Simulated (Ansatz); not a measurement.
## Clamped-ion strain scan in Ge

The calculation used DFT PBEsol, scalar-relativistic, plane waves, PAW (Ansatz 0.2.0). Cutoff 420 eV, Γ-centred 12×12×8 k-points, Gaussian smearing of 0.15 eV. No spin polarisation. Energies are free energies at this smearing, counted from the undisturbed cell; pressure is positive in compression.

Reference structure (relaxed at this level; this form isn't the usual structure):

```
Ge
1.0
     3.99697    0.00000    0.00000
    -1.99848    3.46148    0.00000
     0.00000    0.00000    6.59637
Ge
4
Direct
  0.66667 0.33333 0.06291
  0.33333 0.66667 0.56291
  0.66667 0.33333 0.43709
  0.33333 0.66667 0.93709
```

The cell is strained by ε times the Voigt pattern (1, 0, 0, 0, 0, 0) (xx, yy, zz, yz, xz, xy; engineering shear) with fractional coordinates fixed. The cell is metallic on the mesh throughout.

ε, ΔE (meV/atom) and a bar:
```
  -0.0600       49.3 ##############################
  -0.0450       26.6 ################
  -0.0300       11.4 #######
  -0.0150        2.7 ##
   0.0000        0.0
   0.0150        2.5 ##
   0.0300        9.7 ######
   0.0450       21.1 #############
   0.0525       28.2 #################
   0.0600       36.2 ######################
```